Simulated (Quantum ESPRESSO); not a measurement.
# GaN (P-6m2) in Quantum ESPRESSO: single point with PBE

Aim: the single point of GaN with PBE.

All numbers are computed with Quantum ESPRESSO 7.5; they aren't measurements. Logs are shortened: lines on timing, memory, paths and dates and some standing lists are left out, and cuts for length are marked.

### 1 The structure

Symmetry: P-6m2, No. 187, hexagonal system. Conventional cell: a = 2.981 Å, b = 2.981 Å, c = 2.683 Å, α = 90.00°, β = 90.00°, γ = 120.00°. Ga (site symmetry -6m2) has 6 N at 2.18 Å as nearest neighbours. N (site symmetry -6m2) is surrounded by 6 Ga at 2.18 Å.

The cell was built by a generator and needn't be a form met in nature.

### 2 Single point, PBE

The input, run.py:

```python
import numpy as np
from ase.calculators.espresso import Espresso, EspressoProfile
from ase.io import read

atoms = read('GaN.cif')

input_data = {
    'control': {'calculation': 'scf', 'prefix': 'pwscf', 'outdir': './tmp', 'tprnfor': True, 'tstress': True, 'disk_io': 'nowf'},
    'system': {'ecutwfc': 70.0, 'ecutrho': 560.0, 'nbnd': 15, 'occupations': 'smearing', 'smearing': 'fd', 'degauss': 0.00367493},
    'electrons': {'conv_thr': 4e-10, 'electron_maxstep': 120, 'mixing_beta': 0.5},
}
pseudopotentials = {'N': 'N.pbe-n-radius_5.UPF', 'Ga': 'Ga.pbe-dn-kjpaw_psl.1.0.0.UPF'}
profile = EspressoProfile(command='pw.x', pseudo_dir='pseudo')
dft = Espresso(profile=profile, input_data=input_data, pseudopotentials=pseudopotentials, kpts=(10, 10, 10), koffset=(0, 0, 0))
atoms.calc = dft

print(f'energy {atoms.get_potential_energy():.8f} eV')
print('forces (eV/A)')
print(np.round(atoms.get_forces(), 6))
print('stress (eV/A^3, Voigt)')
print(np.round(atoms.get_stress(), 8))
print(f'Fermi level {dft.get_fermi_level():.4f} eV')
```

The input, GaN.cif:

```cif
data_GaN
_cell_length_a 2.98064000
_cell_length_b 2.98064004
_cell_length_c 2.68337000
_cell_angle_alpha 90.00000000
_cell_angle_beta 90.00000000
_cell_angle_gamma 119.99999961
_space_group_name_H-M_alt 'P1'
_space_group_name_Hall 'P 1'
_space_group_IT_number 1
loop_
_space_group_symop_operation_xyz
'x,y,z'
loop_
_atom_site_label
_atom_site_type_symbol
_atom_site_symmetry_multiplicity
_atom_site_Wyckoff_symbol
_atom_site_fract_x
_atom_site_fract_y
_atom_site_fract_z
_atom_site_occupancy
Ga1 Ga 1 a 0.6666700000 0.3333300000 0.5000000000 1
N1 N 1 a 0.0000000000 0.0000000000 0.0000000000 1
```

Potentials or basis: SSSP 1.3 efficiency PBE.

On the command line:

```console
> OMP_NUM_THREADS=1 python run.py
```

Log:

```text
energy -4055.11560611 eV
forces (eV/A)
[[-3.3e-05  1.9e-05  0.0e+00]
 [ 3.3e-05 -1.9e-05  0.0e+00]]
stress (eV/A^3, Voigt)
[ 5.39880e-04  5.36200e-04  3.67722e-03 -0.00000e+00 -0.00000e+00
 -2.75000e-06]
Fermi level 12.3759 eV
```

espresso.pwi:

```text
&CONTROL
   calculation      = 'scf'
   tstress          = .true.
   tprnfor          = .true.
   outdir           = './tmp'
   prefix           = 'pwscf'
   disk_io          = 'nowf'
   pseudo_dir       = 'pseudo'
/
&SYSTEM
   nbnd             = 15
   ecutwfc          = 70.0
   ecutrho          = 560.0
   occupations      = 'smearing'
   degauss          = 0.00367493
   smearing         = 'fd'
   ntyp             = 2
   nat              = 2
   ibrav            = 0
/
&ELECTRONS
   electron_maxstep = 120
   conv_thr         = 4e-10
   mixing_beta      = 0.5
/
&IONS
/
&CELL
/
&FCP
/
&RISM
/
ATOMIC_SPECIES
Ga 69.723 Ga.pbe-dn-kjpaw_psl.1.0.0.UPF
N 14.007 N.pbe-n-radius_5.UPF

K_POINTS automatic
10 10 10  0 0 0

CELL_PARAMETERS angstrom
2.98064000000000 0.00000000000000 0.00000000000000
-1.49032000242958 2.58131000432135 0.00000000000000
0.00000000000000 0.00000000000000 2.68337000000000

ATOMIC_POSITIONS angstrom
Ga 1.4903349024 0.8604280637 1.3416850000  
N 0.0000000000 0.0000000000 0.0000000000
```

espresso.pwo:

```text
This program is part of the open-source Quantum ESPRESSO suite
     for quantum simulation of materials; please cite
         "P. Giannozzi et al., J. Phys.:Condens. Matter 21 395502 (2009);
         "P. Giannozzi et al., J. Phys.:Condens. Matter 29 465901 (2017);
         "P. Giannozzi et al., J. Chem. Phys. 152 154105 (2020);
     in publications or presentations arising from this work. More details at

Warning: card &CELL ignored
Warning: card &FCP ignored
Warning: card &RISM ignored

     file Ga.pbe-dn-kjpaw_psl.1.0.0.UPF: wavefunction(s)  4S renormalized
     Message from routine setup:
     using ibrav=0 with symmetry is DISCOURAGED, use correct ibrav instead

     G-vector sticks info
     --------------------
     sticks:   dense  smooth     PW     G-vecs:    dense   smooth      PW
     Sum        1237     595    187                31275    10953    1881

     Using Slab Decomposition

     bravais-lattice index     =            0
     lattice parameter (alat)  =       5.6326  a.u.
     unit-cell volume          =     139.3243 (a.u.)^3
     number of atoms/cell      =            2
     number of atomic types    =            2
     number of electrons       =        18.00
     number of Kohn-Sham states=           15
     kinetic-energy cutoff     =      70.0000  Ry
     charge density cutoff     =     560.0000  Ry
     scf convergence threshold =      4.0E-10
     mixing beta               =       0.5000
     number of iterations used =            8  plain     mixing
     Exchange-correlation= PBE
                           (   1   4   3   4   0   0   0)

     celldm(1)=   5.632593  celldm(2)=   0.000000  celldm(3)=   0.000000
     celldm(4)=   0.000000  celldm(5)=   0.000000  celldm(6)=   0.000000

     crystal axes: (cart. coord. in units of alat)
               a(1) = (   1.000000   0.000000   0.000000 )
               a(2) = (  -0.500000   0.866025   0.000000 )
               a(3) = (   0.000000   0.000000   0.900266 )

     reciprocal axes: (cart. coord. in units 2 pi/alat)
               b(1) = (  1.000000  0.577350 -0.000000 )
               b(2) = (  0.000000  1.154701  0.000000 )
               b(3) = (  0.000000 -0.000000  1.110782 )

     PseudoPot. # 1 for Ga read from file:
     Ga.pbe-dn-kjpaw_psl.1.0.0.UPF
     Pseudo is Projector augmented-wave + core cor, Zval = 13.0
     Generated using "atomic" code by A. Dal Corso  v.5.1
     Shape of augmentation charge: PSQ
     Using radial grid of 1205 points,  6 beta functions with:
                l(1) =   0
                l(2) =   0
                l(3) =   1
                l(4) =   1
                l(5) =   2
                l(6) =   2
     Q(r) pseudized with 0 coefficients

     PseudoPot. # 2 for N  read from file:
     N.pbe-n-radius_5.UPF
     Pseudo is Ultrasoft + core correction, Zval =  5.0
     Generated using "atomic" code by A. Dal Corso  v.5.1
     Using radial grid of 1085 points,  4 beta functions with:
                l(1) =   0
                l(2) =   0
                l(3) =   1
                l(4) =   1
     Q(r) pseudized with 0 coefficients

     atomic species   valence    mass     pseudopotential
     Ga               13.00    69.72300     Ga( 1.00)
     N                 5.00    14.00700     N ( 1.00)

      4 Sym. Ops. (no inversion) found

   Cartesian axes

     site n.     atom                  positions (alat units)
         1        Ga     tau(   1) = (   0.5000050   0.2886723   0.4501332  )
         2        N      tau(   2) = (   0.0000000   0.0000000   0.0000000  )

     number of k points=   186  Fermi-Dirac smearing, width (Ry)=  0.0037

     Number of k-points >= 100: set verbosity='high' to print them.

     Dense  grid:    31275 G-vectors     FFT dimensions: (  45,  45,  40)

     Smooth grid:    10953 G-vectors     FFT dimensions: (  30,  30,  27)

     Initial potential from superposition of free atoms

     starting charge      17.9970, renormalised to      18.0000
     Starting wfcs are   13 randomized atomic wfcs +    2 random wfcs

     Self-consistent Calculation

     iteration #  1     ecut=    70.00 Ry     beta= 0.50
     Davidson diagonalization with overlap
     ethr =  1.00E-02,  avg # of iterations =  7.4

     total energy              =    -297.77440945 Ry
     estimated scf accuracy    <       0.55608264 Ry

     iteration #  2     ecut=    70.00 Ry     beta= 0.50
     Davidson diagonalization with overlap
     ethr =  3.09E-03,  avg # of iterations =  2.8
[... 223 lines left out ...]
     total energy              =    -298.04552581 Ry
     estimated scf accuracy    <          1.6E-09 Ry

     iteration # 33     ecut=    70.00 Ry     beta= 0.50
     Davidson diagonalization with overlap
     ethr =  8.79E-12,  avg # of iterations =  1.5

     End of self-consistent calculation

     Number of k-points >= 100: set verbosity='high' to print the bands.

     the Fermi energy is    12.3759 ev

!    total energy              =    -298.04552581 Ry
     estimated scf accuracy    <          2.3E-10 Ry
     smearing contrib. (-TS)   =      -0.00025557 Ry
     internal energy E=F+TS    =    -298.04527024 Ry

     The total energy is F=E-TS. E is the sum of the following terms:
     one-electron contribution =     -76.89818883 Ry
     hartree contribution      =      58.90683194 Ry
     xc contribution           =     -43.81849490 Ry
     ewald contribution        =    -124.43054385 Ry
     one-center paw contrib.   =    -111.80487461 Ry

     convergence has been achieved in  33 iterations

     Forces acting on atoms (cartesian axes, Ry/au):

     atom    1 type  1   force =    -0.00000130    0.00000075    0.00000000
     atom    2 type  2   force =     0.00000130   -0.00000075    0.00000000

     Total force =     0.000002     Total SCF correction =     0.000002
     SCF correction compared to forces is large: reduce conv_thr to get better values

     Computing stress (Cartesian axis) and pressure

          total   stress  (Ry/bohr**3)                   (kbar)     P=       -2.54
  -0.00000588   0.00000003   0.00000000           -0.86        0.00        0.00
   0.00000003  -0.00000584   0.00000000            0.00       -0.86        0.00
   0.00000000   0.00000000  -0.00004005            0.00        0.00       -5.89

=------------------------------------------------------------------------------=
   JOB DONE.
=------------------------------------------------------------------------------=
```

It took 3.2 min on 1 thread of Arm Neoverse V1, shared host; peak memory 0.21 GiB.

What came out:

- Free energy: -4055.1160 eV
- Pressure: -0.3 GPa
- Band gap on the k mesh: none (metal or under the smearing width)
